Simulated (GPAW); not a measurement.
# CoO (I4/mmm) in GPAW: reference runs

How does CoO come out in PBE? The cell is run as given.

Program: GPAW 26.7.0. These are calculated values, not measurements. Logs are shortened: lines on timing, memory, paths and dates and some standing lists are left out, and cuts for length are marked. The log counts tension as positive stress, the text compression.

**1. The crystal as given**

Symmetry: I4/mmm, No. 139, tetragonal system. The conventional cell has a = 3.016 Å, b = 3.016 Å, c = 4.214 Å, α = 90.00°, β = 90.00°, γ = 90.00°. Around Co (site symmetry 4/mmm) lie 6 O at 2.11 to 2.13 Å. Around O (site symmetry 4/mmm) lie 6 Co at 2.11 to 2.13 Å.

**2. Single point, PBE, collinear spin, ferromagnetic start**

Input file run.py:

```python
from ase import Atoms
from ase.dft.bandgap import bandgap
from ase.io import write
from ase.units import Bohr, GPa
from gpaw import GPAW, PW
from gpaw.elf import elf_from_dft_calculation

atoms = Atoms(['Co', 'O'],
              cell=[[-1.508, 1.508, 2.1072475377],
                    [1.508, -1.508, 2.1072475377],
                    [1.508, 1.508, -2.1072475377]],
              scaled_positions=[[0.0, 0.0, 0.0],
                                [0.5, 0.5, 0.0]],
              pbc=True)
atoms.set_initial_magnetic_moments([2.0, 0.0])

calc = GPAW(mode=PW(800),
            xc='PBE',
            kpts={'size': (12, 12, 12), 'gamma': True},
            occupations={'name': 'fermi-dirac', 'width': 0.05},
            nbands=17,
            convergence={'density': 1e-05, 'energy': 1e-05},
            maxiter=150,
            txt='gpaw.txt')
atoms.calc = calc
energy = atoms.get_potential_energy()
forces = atoms.get_forces()
stress = atoms.get_stress()
calc.write('gs.gpw')
write('result.traj', atoms)
print(f'Energy: {energy:.6f} eV')
print('Forces (eV/A):')
print(forces.round(4))
print('Stress (GPa):', (stress / GPa).round(3))
print('Moments:', calc.get_magnetic_moments().round(3))
print('Fermi level:', round(calc.get_fermi_level(), 4), 'eV')
print(f'Gap: {bandgap(calc)[0]:.4f} eV, direct: {bandgap(calc, direct=True)[0]:.4f} eV')

# fields on the real-space grid
write('density.cube', atoms, data=calc.get_pseudo_density() * Bohr**3)
write('potential.cube', atoms, data=calc.get_electrostatic_potential())
write('spin.cube', atoms, data=(calc.get_pseudo_density(spin=0) - calc.get_pseudo_density(spin=1)) * Bohr**3)
write('elf.cube', atoms, data=elf_from_dft_calculation(calc).data)
```

Potentials or basis: GPAW PAW data sets (gpaw-data 1.2.1), pw.

Launch:

```sh
$ OMP_NUM_THREADS=1 python run.py
```

gpaw.txt:

```text
__  _  _
 | _ |_)|_||  |
 |__||  | ||/\| - 26.7.0

Input parameters:
  mode=PW(ecut=800.0),
  convergence={'density': 1e-05, 'energy': 1e-05},
  kpts=MonkhorstPack(size=(12, 12, 12), gamma=True),
  maxiter=150,
  nbands=17,
  occupations=Occupations(name='fermi-dirac', width=0.05),
  xc=XC(name='PBE')

Diagonalizing LCAO Hamiltonian
Converting LCAO to pw mode

       O

       Co

Atoms  # Å, Bohr magnetons
|   | symbol |        x |        y |        z |    initial magnetic moments |
|---|--------|----------|----------|----------|-----------------------------|
| 0 |     Co | 0.000000 | 0.000000 | 0.000000 | ( 0.0000,  0.0000,  2.0000) |
| 1 |      O | 0.000000 | 0.000000 | 2.107248 | ( 0.0000,  0.0000,  0.0000) |

Unit cell  # Å
| periodic |         x |         y |         z |  lengths |     angles |
|----------|-----------|-----------|-----------|----------|------------|
|      yes | -1.508000 |  1.508000 |  2.107248 | 2.998103 | 119.604665 |
|      yes |  1.508000 | -1.508000 |  2.107248 | 2.998103 | 119.604665 |
|      yes |  1.508000 |  1.508000 | -2.107248 | 2.998103 |  90.686115 |

Number of symmetries: 16
Symmetry operations  # r_c * U_cc + t_c -> r_c
|    | kind |            matrix            |
|----|------|------------------------------|
|  0 |  σ   |  1, 1, 1,  0, 0,-1,  0,-1, 0 |
|  1 |  C4  |  1, 1, 1,  0, 0,-1, -1, 0, 0 |
|  2 |  E   |  1, 0, 0,  0, 1, 0,  0, 0, 1 |
|  3 |  σ   |  1, 0, 0,  0, 1, 0, -1,-1,-1 |
|  4 |  σ   |  0, 1, 0,  1, 0, 0,  0, 0, 1 |
|  5 |  C2  |  0, 1, 0,  1, 0, 0, -1,-1,-1 |
|  6 |  C2  |  0, 0, 1, -1,-1,-1,  1, 0, 0 |
|  7 |  S4  |  0, 0, 1, -1,-1,-1,  0, 1, 0 |
|  8 |  C4  |  0, 0,-1,  1, 1, 1,  0,-1, 0 |
|  9 |  σ   |  0, 0,-1,  1, 1, 1, -1, 0, 0 |
| 10 |  σ   |  0,-1, 0, -1, 0, 0,  1, 1, 1 |
| 11 |  C2  |  0,-1, 0, -1, 0, 0,  0, 0,-1 |
| 12 |  C2  | -1, 0, 0,  0,-1, 0,  1, 1, 1 |
| 13 |  i   | -1, 0, 0,  0,-1, 0,  0, 0,-1 |
| 14 |  S4  | -1,-1,-1,  0, 0, 1,  1, 0, 0 |
| 15 |  C2  | -1,-1,-1,  0, 0, 1,  0, 1, 0 |

BZ-sampling:
  Number of BZ points: 1728
  Number of IBZ points: 163

  Monkhorst-Pack size: [12, 12, 12]
  Monkhorst-Pack shift: [0.041666666666666664, 0.041666666666666664, 0.041666666666666664]

K-points  # in reciprocal-cell coordinates
|     |                                coordinates |     weight |
|-----|--------------------------------------------|------------|
|   0 | ( -0.00000000,  -0.00000000,  -0.00000000) | 0.00057870 |
|   1 | (  0.08333333,  -0.08333333,  -0.00000000) | 0.00231481 |
|   2 | (  0.08333333,  -0.08333333,   0.08333333) | 0.00231481 |
|   3 | (  0.08333333,  -0.00000000,  -0.00000000) | 0.00462963 |
|   4 | (  0.08333333,   0.08333333,  -0.08333333) | 0.00115741 |
|   5 | (  0.16666667,  -0.16666667,  -0.00000000) | 0.00231481 |
|   6 | (  0.16666667,  -0.16666667,   0.08333333) | 0.00462963 |
|   7 | (  0.16666667,  -0.16666667,   0.16666667) | 0.00231481 |
|   8 | (  0.16666667,  -0.08333333,  -0.00000000) | 0.00925926 |
|   9 | (  0.16666667,  -0.08333333,   0.08333333) | 0.00462963 |
| ... |                                            |            |
| 162 | (  0.50000000,   0.50000000,   0.50000000) | 0.00057870 |

Plane wave coefficients: 1000
Cutoff: 800.0 eV

Spin-components: 2 (collinear spins)
Bands:           17
Projectors:      11
Spin-degeneracy: 1
Datatype:        complex128

Density:
  Valence electrons: 15.0
  Components: 2
  Grid points: [20 20 20]
  Charge: 0.0  # |e|

Potential:
  Grid points: [20 20 20]

species:
  Co:
    name:    Cobalt
    Z:       27.0
    valence: 9
    core:    18
    charge:  0.0  # [|e|]
    compensation charges:
      type: gauss
      rc: 0.32  # [Å]
      lmax: 2
    cutoffs:
      filter: 1.87  # [Å]
      core: 2.55  # [Å]
    projectors
    | kind |    occ | energy [eV] | rcut [Å] |
    |------|--------|-------------|----------|
    |   4s |  2.000 |      -5.469 |    1.005 |
    |   4p |  0.000 |      -1.277 |    1.058 |
    |   3d |  7.000 |      -8.205 |    1.005 |
    |    s |        |      21.742 |    1.005 |
    |    p |        |      25.934 |    1.058 |
    |    d |        |      19.007 |    1.005 |

    Using partial waves for Co as LCAO basis

  O:
    name:    Oxygen
    Z:       8.0
    valence: 6
    core:    2
    charge:  0.0  # [|e|]
    compensation charges:
      type: gauss
      rc: 0.21  # [Å]
      lmax: 2
    cutoffs:
      filter: 1.17  # [Å]
      core: 0.83  # [Å]
    projectors
    | kind |    occ | energy [eV] | rcut [Å] |
    |------|--------|-------------|----------|
    |   2s |  2.000 |     -23.961 |    0.688 |
    |   2p |  4.000 |      -9.029 |    0.598 |
    |    s |        |       3.251 |    0.688 |
    |    p |        |      18.182 |    0.598 |
    |    d |        |       0.000 |    0.619 |

    Using partial waves for O as LCAO basis

Reference energy: -39943.562207  # eV

eigensolver:
  PPCG
  Converge bands: occupied
  niter=2

density mixing:
  MSR1-Mixer
  Pratt-step length: 0.05
  Maximum mixing coefficient: 0.75
  Old densities: 10
  SVD Regularization: 0.005
  Good broyden scale: 1.0
  Trust region scale: 1.0
  Backstep threshold: 4.0
  History deletion threshold: 6.0
  Fourier metric: weight=20.0, sigma=0.015

occupation numbers:
  Fermi-Dirac:
    width: 0.0500  # eV

poisson solver:
  ecut: 6400.0  # eV

xc functional:
[... 7 lines left out ...]

SCF iterations
|iter     | |      energy | eigst |  dens |  magmom |
|---------|-|-------------|-------|-------|---------|
|iter:   1| |  -14.738288 | -0.04 |       |  +2.0015|
|iter:   2| |  -14.580721 | -2.09 | -0.84 |  +2.0376|
|iter:   3| |  -14.325243 | -2.00 | -0.89 |  +2.2023|
|iter:   4| |  -14.391753 | -2.70 | -1.28 |  +2.3369|
|iter:   5| |  -14.451247 | -2.59 | -1.51 |  +2.5711|
|iter:   6| |  -14.464606 | -3.18 | -1.91 |  +2.7564|
|iter:   7| |  -14.463951 | -3.28 | -1.73 |  +2.8904|
|iter:   8| |  -14.464978 | -4.59 | -2.51 |  +2.9103|
|iter:   9| |  -14.465134 | -5.54 | -3.00 |  +2.9202|
|iter:  10| |  -14.465153 | -6.03 | -3.36 |  +2.9178|
|iter:  11| |  -14.465168c| -6.58 | -3.76 |  +2.9205|
|iter:  12| |  -14.465160c| -7.36 | -3.99 |  +2.9190|
|iter:  13| |  -14.465162c| -7.86c| -4.52 |  +2.9192|
|iter:  14| |  -14.465161c| -7.61c| -4.68 |  +2.9188|
|iter:  15| |  -14.465161c| -8.24c| -5.18c|  +2.9190|

Converged in 15 steps
Energy contributions relative to reference atoms: (reference = -39943.562207)

Energy contributions:
  Kinetic:          28.068643
  Coulomb:         -24.555298
  Zero:              0.106344
  External:          0.000000
  Xc:              -18.068113
  Entropy:          -0.033474
  Spinorbit:         0.000000
  ----------------------------
  Free energy:     -14.481898
  Extrapolated:    -14.465161

dipole moment: (-8.247942, -8.247942, 0.308002)  # |e|*Ang

Total magnetic moment: (0.000000, 0.000000, 2.918951)

Local magnetic moments
|        x |        y |        z |
|----------|----------|----------|
| 0.000000 | 0.000000 | 2.519879 |  # Co   0
| 0.000000 | 0.000000 | 0.232928 |  # O    1

Fermi level: 8.909
Eigenvalues  # (at kpt = [-0.000, -0.000, -0.000])
| band index |      eig [eV] | occ [0-1] |      eig [eV] | occ [0-1] |
|------------|---------------|-----------|---------------|-----------|
|          0 |       -11.459 |     1.000 |       -10.968 |     1.000 |
|          1 |         5.607 |     1.000 |         6.158 |     1.000 |
|          2 |         5.613 |     1.000 |         6.216 |     1.000 |
|          3 |         5.623 |     1.000 |         6.216 |     1.000 |
|          4 |         5.661 |     1.000 |         7.763 |     1.000 |
|          5 |         5.661 |     1.000 |         7.763 |     1.000 |
[... 9 lines left out ...]
|         15 |        30.159 |     0.000 |        31.157 |     0.000 |
|         16 |        30.596 |     0.000 |        31.610 |     0.000 |

No gap
No difference between direct/indirect transitions

Forces  # eV/Ang
|        x |       y |       z |
|----------|---------|---------|
| -0.00000 | 0.00000 | 0.00000 |  # Co   0
|  0.00000 | 0.00000 | 0.00000 |  # O    1

Stress tensor  # eV/Ang^3
|         x |         y |         z |
|-----------|-----------|-----------|
| -0.003091 |  0.000000 |  0.000000 |
|  0.000000 | -0.003091 |  0.000000 |
|  0.000000 |  0.000000 | -0.005193 |

# Writing to gs.gpw (mode='')
```

It took 2.1 min on 1 thread of Intel Xeon Platinum 8259CL at 2.50GHz (Skylake/Cascade Lake), shared host; peak memory 0.27 GiB.

Results:

| Item | Value |
| --- | --- |
| Free energy | -14.4819 eV |
| Pressure | 0.6 GPa |
| Band gap on the k mesh | none (metal or under the smearing width) |
| Net moment | 2.92 μB per cell |
| Site moments | Co +2.52; O +0.23 μB |

Caveat: a cell with one magnetic atom can't hold antiferromagnetic order, which such compounds often take; semilocal functionals often make such compounds metallic where correlation or magnetic order opens a gap, which also shifts bond lengths. With open d or f shells a metallic result of PBE can be an artefact of self-interaction; +U or a hybrid may open a gap.
